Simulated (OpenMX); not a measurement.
Runs of OpenMX 3.8.5 on Al. It takes space group P6/mmm (No. 191, hexagonal). Conventional cell: a = 4.304 Å, b = 4.304 Å, c = 2.609 Å, α = 90.00°, β = 90.00°, γ = 120.00°. Around Al (site symmetry -6m2) lie 5 Al at 2.49 to 2.61 Å. The cell was built by a generator and needn't be a form met in nature.

```tsv
cell	gap on the mesh (eV)	pressure (GPa)
P6/mmm, 20.93 Å³/atom	none	9.5
P6/mmm, 23.78 Å³/atom	none	(b)
P6/mmm, 22.83 Å³/atom	none	3.6
P6/mmm, 21.88 Å³/atom	none	6.2
P6/mmm, 25.69 Å³/atom	none	(a)
```

Alike in all rows: task single point; level PBE; potentials or basis OpenMX 2013 PBE set, Al7.0-s2p2d1, grid cutoff 300 Ry; no spin polarisation; k mesh 5 × 5 × 7; smearing fermi-dirac 0.05 eV.

Fill in the values left out.

(a) -1.9; (b) 1.4.

Caveats: the basis of atomic orbitals isn't converged, which shifts pressures, moduli and gaps.

A gap of «none» marks a metal or a gap under the smearing width.
